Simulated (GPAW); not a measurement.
Set up this calculation in GPAW 26.7.0, as an ASE script.

- Task: band structure
- Functional: PBEsol
- Potentials or basis: PAW data sets generated in the run's folder for this functional
- Cutoff: 800 eV
- Basis: pw
- k mesh: 6 × 6 × 6
- Occupations: fermi-dirac, width 0.05 eV
- Spin: no spin polarisation
- Hubbard terms: Zr d U = 1 eV
- Maxiter: 150
- Band path: GXMGRX,MR
- Band points: 100

Crystal: BaZrO3.

```
CELL_PARAMETERS angstrom
4.19134 0.00000 0.00000
0.00000 4.19134 0.00000
0.00000 0.00000 4.19134
ATOMIC_POSITIONS crystal
Ba 0.00000 0.00000 0.00000
Zr 0.50000 0.50000 0.50000
O 0.50000 0.50000 0.00000
O 0.50000 0.00000 0.50000
O 0.00000 0.50000 0.50000
```

One way to write it, as run:

run.py

```python
from ase import Atoms
from ase.dft.bandgap import bandgap
from ase.io import write
from ase.units import GPa
from gpaw import GPAW, PW, setup_paths

setup_paths.insert(0, '.')

atoms = Atoms(['Ba', 'Zr', 'O', 'O', 'O'],
              cell=[[4.19134, 0.0, 0.0],
                    [0.0, 4.19134, 0.0],
                    [0.0, 0.0, 4.19134]],
              scaled_positions=[[0.0, 0.0, 0.0],
                                [0.5, 0.5, 0.5],
                                [0.5, 0.5, 0.0],
                                [0.5, 0.0, 0.5],
                                [0.0, 0.5, 0.5]],
              pbc=True)

calc = GPAW(mode=PW(800),
            xc='PBEsol',
            kpts={'size': (6, 6, 6), 'gamma': True},
            occupations={'name': 'fermi-dirac', 'width': 0.05},
            setups={'Zr': ':d,1.0'},
            nbands=36,
            convergence={'density': 1e-05, 'energy': 1e-05},
            maxiter=150,
            txt='gpaw.txt')
atoms.calc = calc
energy = atoms.get_potential_energy()
forces = atoms.get_forces()
stress = atoms.get_stress()
calc.write('gs.gpw')
write('result.traj', atoms)
print(f'Energy: {energy:.6f} eV')
print('Forces (eV/A):')
print(forces.round(4))
print('Stress (GPa):', (stress / GPa).round(3))
print('Fermi level:', round(calc.get_fermi_level(), 4), 'eV')
print(f'Gap: {bandgap(calc)[0]:.4f} eV, direct: {bandgap(calc, direct=True)[0]:.4f} eV')

path = atoms.cell.bandpath('GXMGRX,MR', npoints=100, eps=1e-4)
bs_calc = calc.fixed_density(kpts=path, symmetry='off', nbands=54,
                             convergence={'bands': 'CBM+6.0', 'eigenstates': 1e-6}, txt='bands.txt')
bs = bs_calc.band_structure()
bs.write('bs.json')
print(f'Gap on the path: {bandgap(bs_calc)[0]:.4f} eV')
```

Potentials or basis: PAW data sets generated in the run's folder for this functional, pw.

The run is started by

```console
$ gpaw-setup -f PBEsol Ba O Zr
$ OMP_NUM_THREADS=1 python run.py
```

It gave:

```
Pressure                : -0.7 GPa
Band gap on the k mesh  : 3.31 eV, indirect (least direct gap 3.54 eV)
Band gap along the path : 3.31 eV, indirect (least direct gap 3.54 eV)
```

Caveat: spin-orbit coupling is left out, which moves the levels of the heavy elements.

Run time: 4.7 min on 1 thread of AMD EPYC 7R43 64-Core Processor (Zen 3) (shared host), peak memory 0.7 GiB.
